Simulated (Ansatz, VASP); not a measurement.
## AlN: VASP beside Ansatz

INCAR

```
PREC     = Accurate       # precision mode
ENCUT    = 600            # plane-wave cutoff, eV
EDIFF    = 1E-6           # SCF threshold, eV
ISMEAR   = 0              # smearing method
SIGMA    = 0.02           # smearing width, eV
LREAL    = False          # projectors in reciprocal space
LASPH    = True           # aspherical terms in the spheres
NELM     = 100            # most SCF steps
ALGO     = Normal         # electronic algorithm
ISIF     = 3              # what is computed and relaxed
LWAVE    = False          # write WAVECAR
LCHARG   = False          # write CHGCAR
GGA      = PE             # functional
IVDW     = 12             # dispersion correction
IBRION   = 2              # ionic algorithm
NSW      = 100            # ionic steps
EDIFFG   = -0.005         # ionic threshold
```

KPOINTS

```
regular mesh
0
Gamma
  12 12 6
```

File POSCAR:

```
AlN
1.0
    3.1110021516      0.0000000000      0.0000000000
   -1.5555010758      2.6942068945      0.0000000000
    0.0000000000      0.0000000000      4.9780000000
Al N
2 2
Direct
    0.3333333333      0.6666666667      0.0000000000
    0.6666666667      0.3333333333      0.5000000000
    0.3333333333      0.6666666667      0.3850000000
    0.6666666667      0.3333333333      0.8850000000
```

Input for Ansatz:

```yaml
crystal:
  lattice:
    - [3.1110021516, 0.0, 0.0]
    - [-1.5555010758, 2.6942068945, 0.0]
    - [0.0, 0.0, 4.978]
  atoms:
    - { symbol: Al, position: [0.3333333333, 0.6666666667, 0.0] }
    - { symbol: Al, position: [0.6666666667, 0.3333333333, 0.5] }
    - { symbol: "N", position: [0.3333333333, 0.6666666667, 0.385] }
    - { symbol: "N", position: [0.6666666667, 0.3333333333, 0.885] }
basis:
  ecutwfc: 420
kpoints:
  mp_grid: { grid: [12, 12, 6] }
hamiltonian:
  xc: pbe
  dispersion: d3bj
scf:
  occupations: { method: gaussian, width: 0.02 }
output:
  forces: true
  stress: true
  eigenvalues: true
relax:
  adjacent_minimum: "off"
  f_tol: 0.005
  max_steps: 80
  cell: { stress_tol: 0.05 }
```

Alike in both runs: task relaxation of cell and atoms; functional PBE; dispersion D3(BJ); k mesh 12 × 12 × 6; occupations gaussian, width 0.02 eV; no spin polarisation.

```csv
,VASP,Ansatz
version,VASP 6.6.1,Ansatz 0.2.0
potentials or method,"VASP PAW PBE potentials, release 64 (Al, N)","scalar-relativistic, plane waves, PAW"
plane-wave cutoff (eV),600,420
valence electrons in the cell,16,16
```

VASP gave:

```
gap on the k mesh at the Fermi level, each at its own relaxed structure (eV) : 4.24
relaxed volume (Å³/atom)                                                     : 10.40
relaxed cell length with the largest relative difference (Å)                 : 3.107
```

Q: Estimate Ansatz's values.

A: gap on the k mesh at the Fermi level, each at its own relaxed structure (eV): 4.21; relaxed volume (Å³/atom): 10.42; relaxed cell length with the largest relative difference (Å): 3.109.

A k mesh can miss the band edges. A hybrid or GW would open this gap; PBE tends to underestimate it.
